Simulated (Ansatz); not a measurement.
# AlAs: the band gap up the ladder of functionals

The task here is to estimate one member of a computed series from the others.

Code: Ansatz 0.2.0. PAW datasets, plane waves. Computed at 0 K without zero-point motion; spin polarisation is off.

## The cell

The cell was relaxed beforehand with r2SCAN.

The symmetry is F-43m (No. 216, cubic); conventional cell a = 5.678 Å, 22.88 Å³ an atom. Near Al stand 4 As at 2.46 Å; near As stand 4 Al at 2.46 Å.

As a file:

```
Al As
1.0
     0.00000    2.83892    2.83892
     2.83892    0.00000    2.83892
     2.83892    2.83892    0.00000
Al As
1 1
Cartesian
  0.0000 0.0000 0.0000
  1.4195 1.4195 1.4195
```

The first run:

input.yaml reads:

```yaml
crystal:
  lattice:
    - [0.0, 2.8389245968, 2.8389245968]
    - [2.8389245968, 0.0, 2.8389245968]
    - [2.8389245968, 2.8389245968, 0.0]
  atoms:
    - { symbol: Al, position: [0.0, 0.0, 0.0] }
    - { symbol: As, position: [0.25, 0.25, 0.25] }
kpoints:
  mp_grid: { grid: [8, 8, 8] }
  band_path:
    path:
      - [[0.0, 0.0, 0.0], [-0.5, -0.5, -8.974123579595e-34], [-0.375, -0.375, 0.25]]
      - [[-0.375, 3.12393025582e-17, 0.375], [0.0, 0.0, 0.0], [9.046369551897e-18, 9.046369551897e-18, 0.5], [-0.5, -0.25, 0.25], [-0.5, -0.5, -8.974123579595e-34]]
    npoints: 10
hamiltonian:
  xc: pbe
scf:
  occupations: { method: fermi_dirac, width: 0.02 }
  n_extra_bands: 4
output:
  forces: true
  stress: true
  eigenvalues: true
```

Command:

```
$ ansatz run input.yaml --threads 4 --pin off --max-ram 7372MiB --backend cpu --events-out ev --progress --plain --runs-dir out
```

Steps of the session up to this table: PBE band path; Single point with r2SCAN; HSE06 at the same geometry; PBE+SOC at the same geometry; PBE0; LDA at the same geometry; Quasiparticle levels, G0W0@PBE; One-shot GW from PBE; Single point with DDH-PBE0; HSE06+SOC; Hartree-Fock at the same geometry; LC-ωPBE.

One table of the session follows, with a row left open; its other results are not shown here.

```
                     level  gap (eV)
                       PBE         ?
                    r2SCAN      1.81
                     HSE06      2.09
                   PBE+SOC      1.36
                      PBE0      2.75
                       LDA      1.37
G0W0@PBE (136 empty bands)      2.06
G0W0@PBE (339 empty bands)      2.16
                  DDH-PBE0      2.00
                 HSE06+SOC      2.00
              Hartree-Fock      7.39
                   LC-ωPBE      6.30
```

Estimate the missing values for PBE.

The run gave: gap (eV): 1.46. In the column «gap (eV)» it lies between LDA (1.37) and r2SCAN (1.81).

Meshes: PBE 8×8×8, r2SCAN 8×8×8, HSE06 6×6×6, PBE+SOC 8×8×8, PBE0 6×6×6, LDA 8×8×8, DDH-PBE0 6×6×6, HSE06+SOC 4×4×4, Hartree-Fock 6×6×6, LC-ωPBE 6×6×6.

Limits of these values: Warnings in the runs' records: stress exchange threshold loose, stress scf threshold loose.
